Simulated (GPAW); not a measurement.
# MnIn15P16 (InP32 Mn1): moments or none, part 2 of 2

Wanted: the moments of MnIn15P16 (InP32 Mn1) and the energy gained by spin polarisation.

GPAW 26.7.0; PBE; plane waves with GPAW's PAW setups, scalar-relativistic.

So far. Step 2 (Run 1 (ferro +)): After 28 cycles the largest moment stands at 3.87 μB.

**3. Start 2: no spin polarisation**

A run without seeds gives the energy of the state without moments.

File nospin.py:

```python
import json
import numpy as np
from ase import Atoms
from ase.parallel import paropen, parprint
from gpaw import GPAW

atoms = Atoms(['Mn', 'P', 'In', 'P', 'In', 'P', 'In', 'P', 'In', 'P', 'In', 'P', 'In', 'P', 'In', 'P', 'In', 'P', 'In', 'P', 'In', 'P', 'In', 'P', 'In', 'P', 'In', 'P', 'In', 'P', 'In', 'P'],
    cell=[[11.738, 0.0, 0.0],
         [0.0, 11.738, 0.0],
         [0.0, 0.0, 5.869]],
    scaled_positions=[[0.0, 0.0, 0.0],
         [0.125, 0.125, 0.25],
         [0.0, 0.25, 0.5],
         [0.125, 0.375, 0.75],
         [0.25, 0.0, 0.5],
         [0.375, 0.125, 0.75],
         [0.25, 0.25, 0.0],
         [0.375, 0.375, 0.25],
         [0.0, 0.5, 0.0],
         [0.125, 0.625, 0.25],
         [0.0, 0.75, 0.5],
         [0.125, 0.875, 0.75],
         [0.25, 0.5, 0.5],
         [0.375, 0.625, 0.75],
         [0.25, 0.75, 0.0],
         [0.375, 0.875, 0.25],
         [0.5, 0.0, 0.0],
         [0.625, 0.125, 0.25],
         [0.5, 0.25, 0.5],
         [0.625, 0.375, 0.75],
         [0.75, 0.0, 0.5],
         [0.875, 0.125, 0.75],
         [0.75, 0.25, 0.0],
         [0.875, 0.375, 0.25],
         [0.5, 0.5, 0.0],
         [0.625, 0.625, 0.25],
         [0.5, 0.75, 0.5],
         [0.625, 0.875, 0.75],
         [0.75, 0.5, 0.5],
         [0.875, 0.625, 0.75],
         [0.75, 0.75, 0.0],
         [0.875, 0.875, 0.25]],
    pbc=True)
atoms.calc = GPAW(mode={'name': 'pw', 'ecut': 450},
    xc='PBE',
    kpts={'size': (3, 3, 5), 'gamma': True},
    occupations={'name': 'fermi-dirac', 'width': 0.05},
    convergence={'density': 1e-05, 'energy': 1e-05},
    maxiter=200,
    mixer={'name': 'pulay', 'beta': 0.05, 'nmaxold': 6, 'weight': 50},
    symmetry={'tolerance': 1e-4},
    txt='nospin.txt')
e = atoms.get_potential_energy(force_consistent=True)
res = {'free_energy': e, 'energy_sigma0': atoms.get_potential_energy(), 'fermi_energy': atoms.calc.get_fermi_level()}
parprint(f'free energy: {e:.6f} eV')
atoms.calc.write('nospin.gpw')
with paropen('results.json', 'w') as f:
    json.dump(res, f)
```

On the command line:

```console
OMP_NUM_THREADS=1 mpirun -n 4 gpaw python nospin.py > nospin.log
```

Numbers of over 12 decimals in the logs are rounded to 6 here.

Log:

```text
free energy: -141.003701 eV

--- nospin.txt ---
Input parameters:
  mode=PW(ecut=450),
  convergence={'density': 1e-05, 'energy': 1e-05},
  kpts=MonkhorstPack(size=(3, 3, 5), gamma=True),
  maxiter=200,
  mixer=Pulay(name='pulay', nmaxold=6, beta=0.05, weight=50, sigma=0.015, g_ss=None),
  occupations=Occupations(name='fermi-dirac', width=0.05),
  symmetry=Symmetry(tolerance=0.0001),
  xc=XC(name='PBE')

Diagonalizing LCAO Hamiltonian
Converting LCAO to pw mode
        .----------------------------.
       /|                            |
      / |                            |
     /  |  P             P           |
    /   |       P              P     |
   /  In|            In              |
  /    P|         P   P          P   |
 *      .---In------------In---------.
 |     / P   P          P  P        /
 | In /       In In         In     /
 |   /         P             P    /
 |  /nP In         IP  In        /
 | /      In            In      /
 |/                            /
 Mn------------In-------------*

Atoms  # Å, Bohr magnetons
|    | symbol |         x |         y |        z |    initial magnetic moments |
|----|--------|-----------|-----------|----------|-----------------------------|
|  0 |     Mn |  0.000000 |  0.000000 | 0.000000 | ( 0.0000,  0.0000,  0.0000) |
|  1 |      P |  1.467250 |  1.467250 | 1.467250 | ( 0.0000,  0.0000,  0.0000) |
|  2 |     In |  0.000000 |  2.934500 | 2.934500 | ( 0.0000,  0.0000,  0.0000) |
|  3 |      P |  1.467250 |  4.401750 | 4.401750 | ( 0.0000,  0.0000,  0.0000) |
|  4 |     In |  2.934500 |  0.000000 | 2.934500 | ( 0.0000,  0.0000,  0.0000) |
|  5 |      P |  4.401750 |  1.467250 | 4.401750 | ( 0.0000,  0.0000,  0.0000) |
|  6 |     In |  2.934500 |  2.934500 | 0.000000 | ( 0.0000,  0.0000,  0.0000) |
|  7 |      P |  4.401750 |  4.401750 | 1.467250 | ( 0.0000,  0.0000,  0.0000) |
|  8 |     In |  0.000000 |  5.869000 | 0.000000 | ( 0.0000,  0.0000,  0.0000) |
|  9 |      P |  1.467250 |  7.336250 | 1.467250 | ( 0.0000,  0.0000,  0.0000) |
| 10 |     In |  0.000000 |  8.803500 | 2.934500 | ( 0.0000,  0.0000,  0.0000) |
| 11 |      P |  1.467250 | 10.270750 | 4.401750 | ( 0.0000,  0.0000,  0.0000) |
| 12 |     In |  2.934500 |  5.869000 | 2.934500 | ( 0.0000,  0.0000,  0.0000) |
| 13 |      P |  4.401750 |  7.336250 | 4.401750 | ( 0.0000,  0.0000,  0.0000) |
| 14 |     In |  2.934500 |  8.803500 | 0.000000 | ( 0.0000,  0.0000,  0.0000) |
| 15 |      P |  4.401750 | 10.270750 | 1.467250 | ( 0.0000,  0.0000,  0.0000) |
| 16 |     In |  5.869000 |  0.000000 | 0.000000 | ( 0.0000,  0.0000,  0.0000) |
| 17 |      P |  7.336250 |  1.467250 | 1.467250 | ( 0.0000,  0.0000,  0.0000) |
| 18 |     In |  5.869000 |  2.934500 | 2.934500 | ( 0.0000,  0.0000,  0.0000) |
| 19 |      P |  7.336250 |  4.401750 | 4.401750 | ( 0.0000,  0.0000,  0.0000) |
| 20 |     In |  8.803500 |  0.000000 | 2.934500 | ( 0.0000,  0.0000,  0.0000) |
| 21 |      P | 10.270750 |  1.467250 | 4.401750 | ( 0.0000,  0.0000,  0.0000) |
| 22 |     In |  8.803500 |  2.934500 | 0.000000 | ( 0.0000,  0.0000,  0.0000) |
| 23 |      P | 10.270750 |  4.401750 | 1.467250 | ( 0.0000,  0.0000,  0.0000) |
| 24 |     In |  5.869000 |  5.869000 | 0.000000 | ( 0.0000,  0.0000,  0.0000) |
| 25 |      P |  7.336250 |  7.336250 | 1.467250 | ( 0.0000,  0.0000,  0.0000) |
| 26 |     In |  5.869000 |  8.803500 | 2.934500 | ( 0.0000,  0.0000,  0.0000) |
| 27 |      P |  7.336250 | 10.270750 | 4.401750 | ( 0.0000,  0.0000,  0.0000) |
| 28 |     In |  8.803500 |  5.869000 | 2.934500 | ( 0.0000,  0.0000,  0.0000) |
| 29 |      P | 10.270750 |  7.336250 | 4.401750 | ( 0.0000,  0.0000,  0.0000) |
| 30 |     In |  8.803500 |  8.803500 | 0.000000 | ( 0.0000,  0.0000,  0.0000) |
| 31 |      P | 10.270750 | 10.270750 | 1.467250 | ( 0.0000,  0.0000,  0.0000) |

Unit cell  # Å
| periodic |         x |         y |        z |   lengths |    angles |
|----------|-----------|-----------|----------|-----------|-----------|
|      yes | 11.738000 |  0.000000 | 0.000000 | 11.738000 | 90.000000 |
|      yes |  0.000000 | 11.738000 | 0.000000 | 11.738000 | 90.000000 |
|      yes |  0.000000 |  0.000000 | 5.869000 |  5.869000 | 90.000000 |

Number of symmetries: 8

BZ-sampling:
  Number of BZ points: 45
  Number of IBZ points: 9

  Monkhorst-Pack size: [3, 3, 5]
  Monkhorst-Pack shift: [0, 0, 0]

Plane wave coefficients: 17550
Cutoff: 450.000000 eV

Spin-components: 1 (collinear spins)
Bands:           178
Projectors:      176
Spin-degeneracy: 2
Datatype:        complex128

Parallelization:
  kpt:    2
  domain: 2
  band:   1

Density:
  Valence electrons: 290.0
  Components: 1
  Grid points: [60 60 30]
  Charge: 0.0  # |e|

Potential:
  Grid points: [60 60 30]

[... setups left out ...]
Reference energy: -2579992.001514  # eV

eigensolver:
  PPCG
  Converge bands: occupied
  niter=2

density mixing:
  Pulay-Mixer
  Linear mixing parameters: 0.05
  Old densities: 6
  Fourier metric: weight=50, sigma=0.015

occupation numbers:
  Fermi-Dirac:
    width: 0.0500  # eV

poisson solver:
  ecut: 3600.000000  # eV

xc functional:
  name: PBE with 2 nearest neighbor stencil

convergence criteria:
- Maximum integral of absolute [dens]ity change: 1e-05 electrons / valence electron
- Maximum [total energy] change in last 3 cyles: 1e-05 eV / valence electron
- Maximum integral of absolute [eigenst]ate change: 4e-08 eV^2 / valence electron
maximum number of iterations: 200

SCF iterations
|iter     |      energy | eigst |  dens |
|---------|-------------|-------|-------|
|iter:   1|       0s | -146.801563 | -0.16 |       |
|iter:   2|      20s | -145.141560 | -1.30 | -1.11 |
|iter:   3|      40s | -144.217182 | -2.31 | -1.16 |
|iter:   4|      59s | -141.009702 | -1.11 | -1.20 |
|iter:   5|      79s | -141.088738 | -2.24 | -1.54 |
|iter:   6|      99s | -141.050580 | -2.58 | -1.61 |
|iter:   7|     119s | -141.002539 | -2.97 | -2.21 |
|iter:   8|     138s | -140.997929 | -3.47 | -2.37 |
|iter:   9|     158s | -140.996353 | -4.33 | -2.81 |
|iter:  10|     178s | -140.996366c| -4.59 | -2.88 |
|iter:  11|     197s | -140.996275c| -5.69 | -3.27 |
|iter:  12|     217s | -140.996247c| -6.50 | -3.31 |
|iter:  13|     237s | -140.996465c| -5.81 | -3.35 |
|iter:  14|     256s | -140.996516c| -6.59 | -3.52 |
|iter:  15|     276s | -140.996550c| -6.64 | -3.61 |
|iter:  16|     296s | -140.996617c| -6.59 | -3.74 |
|iter:  17|     315s | -140.996609c| -6.89 | -3.94 |
|iter:  18|     335s | -140.996623c| -7.49c| -4.07 |
|iter:  19|     345s | -140.996630c| -7.50c| -4.19 |
|iter:  20|     364s | -140.996636c| -7.36 | -4.25 |
|iter:  21|     374s | -140.996640c| -7.72c| -4.62 |
|iter:  22|     384s | -140.996641c| -7.84c| -4.91 |
|iter:  23|     393s | -140.996642c| -8.28c| -5.08c|

Converged in 23 steps
Energy contributions relative to reference atoms: (reference = -2579992.001514)

Energy contributions:
  Kinetic:         323.131195
  Coulomb:        -299.106164
  Zero:              3.197366
  External:          0.000000
  Xc:             -168.211981
  Entropy:          -0.014117
  Spinorbit:         0.000000
  ----------------------------
  Free energy:    -141.003701
  Extrapolated:   -140.996642

dipole moment: (-144.477973, -144.477973, -151.065639)  # |e|*Ang

Fermi level: 5.244
Eigenvalues  # (at kpt = [0.000, 0.000, 0.000])
| band index |      eig [eV] | occ [0-2] |
|------------|---------------|-----------|
|          0 |       -73.722 |     2.000 |
|        ... |               |           |
|        137 |         3.625 |     2.000 |
|        138 |         3.625 |     2.000 |
|        139 |         3.706 |     2.000 |
|        140 |         4.429 |     2.000 |
|        141 |         4.468 |     2.000 |
|        142 |         4.468 |     2.000 |
|        143 |         4.861 |     1.999 |
|        144 |         4.885 |     1.998 |
|        145 |         5.545 |     0.005 |
|        146 |         5.641 |     0.001 |
|        147 |         5.722 |     0.000 |
|        148 |         5.722 |     0.000 |
|        149 |         6.651 |     0.000 |
|        150 |         6.651 |     0.000 |
|        151 |         6.655 |     0.000 |
|        152 |         7.071 |     0.000 |
|        ... |               |           |
|        177 |         9.655 |     0.000 |

Gap: 0.359 eV
Transition (v -> c):
  (s=0, k=2, n=144, [0.00, 0.00, 0.40]) -> (s=0, k=1, n=145, [0.00, 0.00, 0.20])
Direct/indirect transitions are different
Direct gap: 0.426 eV
Transition at: (s=0, k=8, n=144, [0.33, 0.33, 0.40])
```

Wall time 7.1 min (4 MPI ranks of Arm Neoverse V2, shared host); peak memory 2 GiB.

This step gave:

* final state: non-magnetic (no spin polarisation)

It lies 1726 meV a seeded atom over the first start.

**4. The states side by side**

These are free energies at a smearing of 0.05 eV, so its entropy term is in the differences. They are divided by the number of seeded atoms, so that cells of unlike size compare.

Orders:

```
               start    final state  typed order kept  energy over the lowest (meV a seeded atom)  largest site moment (μB)  net moment (μB a primitive cell)  mesh matched  CPU time (s)
             ferro +  ferromagnetic               yes                                           0                     3.866                              4.01           yes          3874
no spin polarisation   non-magnetic                 -                                        1726                         0                                 0           yes          1699
```

**5. Results**

```yaml
lower_run: with moments
largest_site_moment: 3.87 μB
energy_gained_by_spin_polarisation: 1726 meV a seeded atom
```

The crystal holds moments, up to 3.87 μB, and gains 1726 meV a seeded atom by them. No antiferromagnetic order was tried, so the session says nothing on how the moments order.

[Logs and program files are shortened in this print: banners, set-up blocks, solver, clock and traceback lines can be left out without a mark of their own.]

[Logs are printed without paths, hosts, clocks, repeated set-up lines and the standing remarks that a program may print on its own settings, such as how far it seeks lower states.]

[Hosts, paths, dates, database ids (printed as entryN), source tags and the programs' standing remarks are cut or masked in the printed files.]

[Where a cell is said to come from a database of computed structures, the database is the Materials Project.]
